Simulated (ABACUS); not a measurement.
Ni:

```
Ni
1.0
     2.44802    0.00000    0.00000
    -1.22401    2.12005    0.00000
     0.00000    0.00000    4.07281
Ni
2
Direct
  0.66667 0.33333 0.75000
  0.33333 0.66667 0.25000
```

This isn't the form of Ni at room conditions, which is fcc.

```yaml
Program: ABACUS 3.10.1
Task: single point
Functional: PBE
Potentials_or_basis: PseudoDojo NC SR 0.4.1 PBE standard
Cutoff: 1361 eV
Density_cutoff: 5442 eV
Basis: DZP LCAO (the cutoffs set its grid)
k_mesh: 12 × 12 × 7
Occupations: fermi-dirac, width 0.05 eV
Spin: collinear spin, ferromagnetic start
Starting_moments: "[1.0, 1.0] μB"
```

On this cell: pressure 8.0 GPa; largest force under 0.003 eV/Å; net moment 1.32 μB per cell; site moments Ni +0.66 μB; band gap on the k mesh none (metal or under the smearing width).

The same run follows on a disturbed copy (atoms moved at random, drawn with an rms of 0.05 Å):

```xyz
2
Lattice="2.4480 0.0000 0.0000 -1.2240 2.1201 0.0000 0.0000 0.0000 4.0728" Properties=species:S:1:pos:R:3 pbc="T T T"
Ni    1.2363    0.7112    3.0766
Ni    0.0318    1.3958    0.9957
```

**Question.** What changes?

**Answer.** The energy (extrapolated to zero smearing) moves by +5.5 meV/atom; pressure 8.3 GPa; largest force 0.447 eV/Å; net moment 1.32 μB per cell; site moments Ni +0.66 μB; band gap on the k mesh none (metal or under the smearing width).

Forces in eV/Å, atoms in the order of the input:
```
Ni   0.042 -0.045 -0.443
Ni  -0.042  0.045  0.443
```

Stress tensor (GPa, compression positive):
```
10.08 -0.34 -0.11
-0.34  9.32  0.12
-0.11  0.12  5.45
```

Caveats: the atomic orbitals were generated for these runs and aren't a published set; the basis of atomic orbitals isn't converged, which shifts pressures, moduli and gaps.
